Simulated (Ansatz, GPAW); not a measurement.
# Ca: 3 runs at one level of theory

```
CELL_PARAMETERS angstrom
-2.20520 2.20520 2.19611
2.20520 -2.20520 2.19611
2.20520 2.20520 -2.19611
ATOMIC_POSITIONS crystal
Ca 0.50000 0.50000 0.00000
```

This isn't the form of Ca at room conditions, which is fcc.

Alike in all runs: task single point; functional LDA; k mesh 9 × 9 × 9; occupations gaussian, width 0.1 eV; no spin polarisation; no spin-orbit coupling. LDA stands for any of its common fits. Pressure is positive in compression and, in plane waves, holds the error of the finite cutoff, which Ansatz's Pulay term estimates and takes out.

```tsv
program and potentials	plane-wave cutoff (eV)	notes	pressure (GPa)
Ansatz, Ansatz PAW	420	potentials made for PBE, which Ansatz adapts in part	-1.90
Ansatz, all-electron LAPW, scalar-relativistic	-	-	-1.90
GPAW, the program's PAW data sets (release 1.2.1) made for this functional	600	-	-1.83
```

The pressure spans -1.90 (Ansatz, Ansatz PAW) to -1.83 GPa (GPAW, the program's PAW data sets (release 1.2.1) made for this functional), with all-electron results at -1.90.

Differences between rows come from potentials, basis sets and numerical settings, since the functional is the same but for its coding. Runs on potential files found faulty are left out.
